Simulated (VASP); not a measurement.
C: single point with PBEsol

Crystal: C.

```
CELL_PARAMETERS angstrom
1.25571 0.72498 3.22163
-1.25571 0.72498 3.22163
0.00000 -1.44996 3.22163
ATOMIC_POSITIONS crystal
C 0.13910 0.13910 0.13910
C 0.86090 0.86090 0.86090
```

The cell isn't the ideal one: strained and moved within a subgroup.

| Quantity | Value |
| --- | --- |
| Program | VASP 6.6.1 |
| Task | single point |
| Functional | PBEsol |
| Potentials or basis | VASP PAW PBE potentials, release 64 (C) |
| Cutoff | 520 eV |
| k mesh | 15 × 15 × 15 |
| Occupations | gaussian, width 0.02 eV |
| Spin | no spin polarisation |

The pressure is -27.6 GPa, the largest force is 7.899 eV/Å and the band gap on the k mesh is 0.19 eV, indirect (least direct gap 0.27 eV).

Forces in eV/Å, atoms in the order of the input:
```
C    0.000  0.000  7.899
C    0.000  0.000 -7.899
```

Stress tensor (GPa, compression positive):
```
-14.18   0.00   0.00
  0.00 -14.18   0.00
  0.00   0.00 -54.31
```

Levels at points of the mesh, in eV from the valence-band top:
```csv
k point,band 1,band 2,band 3,band 4,band 5,band 6,band 7,band 8,band 9
"(0.00, 0.00, 0.00)",-17.91,-4.34,-0.29,-0.29,0.88,8.29,8.29,11.71,14.80
```

Wall time 54 s on 1 thread of AMD EPYC 9R45 96-Core Processor (Zen 5) (shared host), peak memory 0.16 GiB.

Caveat: so large a pressure means that the cell lies far from this level's equilibrium, or that cutoff or potentials fall short; the potentials were made for another functional, which shifts forces and pressure; an odd mesh through Γ misses points on the zone boundary, where band edges often lie.
